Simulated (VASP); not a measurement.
## A VASP 6.6.1 single-point calculation on BaZrO3

INCAR

```
NBANDS = 28
NSW = 0
LREAL = .TRUE.
ISIF = 2
GGA = PS
LWAVE = .FALSE.
SIGMA = 0.02
IBRION = -1
NELM = 120
EDIFF = 1E-7
LASPH = .TRUE.
PREC = Accurate
LCHARG = .FALSE.
ISMEAR = -1
ENCUT = 520
```

KPOINTS

```
KPOINTS created by Atomic Simulation Environment
0
Gamma
6 6 6
0 0 0
```

POSCAR

```
Ba Zr O
 1.0000000000000000
     4.2053551814048991   -0.0000000000000000    0.0000000000000000
     0.0000000000000000    4.2053551814048991    0.0000000000000000
     0.0000000000000000    0.0000000000000000    4.2053551814048991
 Ba  Zr  O
   1   1   3
Cartesian
 -0.0000000000000000 -0.0000000000000000  0.0000000000000000
  2.1026775907024495  2.1026775907024495  2.1026775907024495
  2.1026775907024495  2.1026775907024495  0.0000000000000000
  2.1026775907024495 -0.0000000000000000  2.1026775907024495
  0.0000000000000000  2.1026775907024495  2.1026775907024495
```

The recommended PBE PAW datasets give the neutral cell 40 valence electrons.

Command

```
mpirun -np 1 vasp_std
```

Question: Predict the outcome of this run.

Answer: It converged. Results: gap between bands v and c on the k mesh 3.09 eV; least direct gap on the k mesh 3.32 eV; pressure -14.4 GPa. Band v is the last that the valence electrons fill when counted band by band, and c is the next.

OSZICAR

```
N       E                     dE             d eps       ncg     rms          rms(c)
DAV:   1     0.309207075993E+03    0.30921E+03   -0.21844E+04  1120   0.140E+03
DAV:   2    -0.294442141232E+02   -0.33865E+03   -0.32800E+03  1408   0.351E+02
DAV:   3    -0.497775834450E+02   -0.20333E+02   -0.20256E+02  1744   0.806E+01
DAV:   4    -0.503327059156E+02   -0.55512E+00   -0.55449E+00  1540   0.108E+01
DAV:   5    -0.503444258575E+02   -0.11720E-01   -0.11719E-01  1572   0.121E+00    0.286E+01
DAV:   6    -0.436364021342E+02    0.67080E+01   -0.34099E+01  1332   0.359E+01    0.131E+01
DAV:   7    -0.434845760498E+02    0.15183E+00   -0.25905E+00  1552   0.879E+00    0.785E+00
DAV:   8    -0.434448900214E+02    0.39686E-01   -0.35191E-01  1328   0.420E+00    0.696E-01
DAV:   9    -0.434405468114E+02    0.43432E-02   -0.55589E-02  1548   0.130E+00    0.533E-01
DAV:  10    -0.434410920834E+02   -0.54527E-03   -0.14360E-02  1520   0.956E-01    0.244E-01
DAV:  11    -0.434407159670E+02    0.37612E-03   -0.19843E-03  1388   0.365E-01    0.320E-02
DAV:  12    -0.434407406114E+02   -0.24644E-04   -0.13589E-04  1416   0.771E-02    0.420E-02
DAV:  13    -0.434407358147E+02    0.47968E-05   -0.17151E-05  1512   0.299E-02    0.416E-03
DAV:  14    -0.434407358512E+02   -0.36535E-07   -0.18652E-06  1324   0.966E-03    0.291E-03
DAV:  15    -0.434407358460E+02    0.52337E-08   -0.24289E-07  1276   0.380E-03
   1 F= -.43440736E+02 E0= -.43440736E+02  d E =-.106251E-12
```

For comparison, a separate PBE run of the intended cell, on usual settings and not on those above, gives a gap of 3.17 eV on its mesh and a pressure of 3.4 GPa.
